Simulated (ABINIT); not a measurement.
Crystal: MgI2.

```
I Mg
1.0
     4.14000    0.00000    0.00000
    -2.07000    3.58535    0.00000
     0.00000    0.00000    6.88000
I Mg
2 1
Direct
  0.66667 0.33333 0.75000
  0.33333 0.66667 0.25000
  0.00000 0.00000 0.00000
```

Base run:

| Property | Result |
| --- | --- |
| Program | ABINIT 10.8.3 (patched build) |
| Functional | PBE |
| Potentials or basis | PseudoDojo NC SR PBE v0.4.1 standard |
| Cutoff | 1088 eV |
| k mesh | 6 × 6 × 3 |
| Occupations | fermi-dirac, width 0.05 eV |
| Spin | no spin polarisation |

Its results: band gap on the k mesh 3.46 eV, indirect (least direct gap 3.63 eV); pressure 0.7 GPa; largest force 0.235 eV/Å.

Task: The run is repeated on the same cell with these changes: functional from PBE to PBEsol; potentials or basis from PseudoDojo NC SR PBE v0.4.1 standard to PseudoDojo NC SR PBEsol v0.4.1 standard; cutoff from 1088 eV to 1034 eV. What comes out?

Result: Band gap on the k mesh 3.41 eV, indirect (least direct gap 3.51 eV); pressure -0.9 GPa; largest force 0.285 eV/Å.

Caveats: spin-orbit coupling is left out, which moves the levels of the heavy elements; an odd mesh through Γ misses points on the zone boundary, where band edges often lie; the cell's inner coordinates are idealised or old, which leaves forces on the atoms; this functional lacks dispersion, which binds the layers, so the pressure and a relaxed spacing across them are unreliable.

Not every run made on this cell is shown here.
